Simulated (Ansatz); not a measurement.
Relaxation of a periodic cell of 17 atoms, Si (host Si, host structure diamond, interstitial Si), to a largest force component of 0.08 eV/Å in at most 25 steps.

Level of theory: DFT PBEsol, scalar-relativistic, plane waves, PAW in Ansatz 0.2.0. Settings: PAW set soft_1, cutoff 420 eV, k mesh 2x2x2, fermi-dirac smearing 0.02 eV, no spin polarisation.

```xyz
17
Lattice="0.0000 5.4300 5.4300 5.4300 0.0000 5.4300 5.4300 5.4300 0.0000" Properties=species:S:1:pos:R:3
Si 0.000 0.000 0.000
Si 1.357 1.357 1.357
Si 2.715 2.715 0.000
Si 4.072 4.072 1.357
Si 2.715 0.000 2.715
Si 4.072 1.357 4.072
Si 5.430 2.715 2.715
Si 6.787 4.072 4.072
Si 0.000 2.715 2.715
Si 1.357 4.072 4.072
Si 2.715 5.430 2.715
Si 4.072 6.787 4.072
Si 2.715 2.715 5.430
Si 4.072 4.072 6.787
Si 5.430 5.430 5.430
Si 6.787 6.787 6.787
Si 4.052 4.022 4.054
```

**Question.** Where does it end, and by what steps?

**Answer.** It converged. Limits of this set-up: PAW files made for another functional. After 2 steps the energy has fallen by 0.131 eV; Si17 moved furthest, 0.06 Å.

```tsv
step	energy less start (eV)	largest force component (eV/Å)	accepted
0	0.0000	0.647	yes
1	-0.1146	0.220	yes
2	-0.1312	0.025	yes
```

```xyz
17
Lattice="0.0000 5.4300 5.4300 5.4300 0.0000 5.4300 5.4300 5.4300 0.0000" Properties=species:S:1:pos:R:3
Si 0.005 0.000 0.006
Si 1.356 1.354 1.357
Si 2.708 2.706 0.003
Si 4.071 4.070 1.324
Si 2.707 -0.001 2.707
Si 4.071 1.317 4.071
Si 5.449 2.689 2.693
Si 6.817 4.070 4.073
Si 0.002 2.706 2.709
Si 1.324 4.070 4.071
Si 2.690 5.451 2.690
Si 4.072 6.817 4.072
Si 2.693 2.689 5.449
Si 4.073 4.070 6.817
Si 5.454 5.453 5.454
Si 6.788 6.789 6.787
Si 4.072 4.072 4.072
```

The run took 18 s on 1 thread of Arm Neoverse V1 (shared host), peak memory 0.49 GiB.
